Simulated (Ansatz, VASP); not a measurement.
One calculation of HfO2, two programs

File POSCAR:

```
HfO2
1.0
    5.0803194000      0.0000000000      0.0000000000
    0.0000000000      5.1648674500      0.0000000000
    0.0000000000      0.0000000000      4.8908836500
Hf O
4 8
Direct
    0.2774091800      0.2817995800      0.7279320600
    0.7774091800      0.2182004200      0.2720679400
    0.7225908200      0.7182004200      0.7279320600
    0.2225908200      0.7817995800      0.2720679400
    0.5000000000      0.5000000000      0.4243750100
    0.0000000000      0.0000000000      0.5756249900
    0.5000000000      0.0000000000      0.5109455500
    0.0000000000      0.5000000000      0.4890544500
    0.3131846800      0.6636487800      0.8954653800
    0.8131846800      0.8363512200      0.1045346200
    0.6868153200      0.3363512200      0.8954653800
    0.1868153200      0.1636487800      0.1045346200
```

File INCAR.step1:

```
SYSTEM = HfO2
ALGO = Normal
EDIFF = 1E-4
ENCUT = 520
GGA = PE
ISMEAR = -1
LASPH = .True.
LCHARG = .False.
LREAL = .False.
LWAVE = .True.
NBANDS = 56
NELM = 100
PREC = Accurate
SIGMA = 0.02
```

Contents of INCAR.step2:

```
SYSTEM = HfO2
ALGO = Normal
EDIFF = 1E-8
ENCUT = 520
ISIF = 2
ISMEAR = -1
ISTART = 1
LASPH = .True.
LCHARG = .False.
LEFG = .True.
LMIXTAU = .True.
LREAL = .False.
LWAVE = .False.
METAGGA = R2SCAN
NBANDS = 56
NELM = 100
PREC = Accurate
SIGMA = 0.02
```

Contents of KPOINTS:

```
k-points
0
Gamma
  4 4 4
  0 0 0
```

Input for Ansatz:

```yaml
crystal:
  lattice:
    - [5.0803194, 0.0, 0.0]
    - [0.0, 5.16486745, 0.0]
    - [0.0, 0.0, 4.89088365]
  atoms:
    - { symbol: Hf, position: [0.27740918, 0.28179958, 0.72793206] }
    - { symbol: Hf, position: [0.77740918, 0.21820042, 0.27206794] }
    - { symbol: Hf, position: [0.72259082, 0.71820042, 0.72793206] }
    - { symbol: Hf, position: [0.22259082, 0.78179958, 0.27206794] }
    - { symbol: O, position: [0.5, 0.5, 0.42437501] }
    - { symbol: O, position: [0.0, 0.0, 0.57562499] }
    - { symbol: O, position: [0.5, 0.0, 0.51094555] }
    - { symbol: O, position: [0.0, 0.5, 0.48905445] }
    - { symbol: O, position: [0.31318468, 0.66364878, 0.89546538] }
    - { symbol: O, position: [0.81318468, 0.83635122, 0.10453462] }
    - { symbol: O, position: [0.68681532, 0.33635122, 0.89546538] }
    - { symbol: O, position: [0.18681532, 0.16364878, 0.10453462] }
kpoints:
  mp_grid: { grid: [4, 4, 4] }
scf:
  occupations: { method: fermi_dirac, width: 0.02 }
hamiltonian:
  xc: r2scan
  pseudopotentials: { kind: paw }
output:
  forces: true
  stress: true
  populations: true
  efg:
    quadrupole_moments_barn: { Hf: 3.365, O: -0.02558 }
    contact_densities: true
```

Alike in both runs: task electric field gradients; functional r2SCAN; k mesh 4 × 4 × 4; occupations fermi-dirac, width 0.02 eV; no spin polarisation.

|  | VASP | Ansatz |
| --- | --- | --- |
| version | VASP 6.6.1 | Ansatz 0.2.0 |
| potentials or method | VASP PAW PBE potentials, release 64 (Hf_pv, O) | plane-wave PAW, scalar-relativistic |
| plane-wave cutoff (eV) | 520 | 500 |
| valence electrons in the cell | 88 | 152 |

```csv
,VASP,Ansatz,Ansatz less VASP
gap on the k mesh at the Fermi level (eV),4.35,4.38,+0.033
pressure (GPa),0.3,4.0,+3.65
largest component of the traceless stress (GPa),0.02,0.29,+0.268
rms of the force components (eV/Å),0.007,0.042,+0.0355
Vzz of the field gradient on the site that differs most (V/Å²),186.6,228.6,+41.97
```

Atom by atom the forces differ by 0.044 eV/Å (rms over components). One of these differences is far larger than is usual between the two programs; its cause wasn't traced. The two sets of potentials don't hold the same shells in valence. Ansatz warned: «gradients_without_spin_orbit».

Caveats: the PAW data sets were made with another functional, which shifts forces and pressure a little (VASP); spin-orbit coupling is left out, which moves the levels of the heavy elements. A k mesh can miss the band edges. r2SCAN opens gaps a little over a GGA but as a rule still falls short of measured ones.
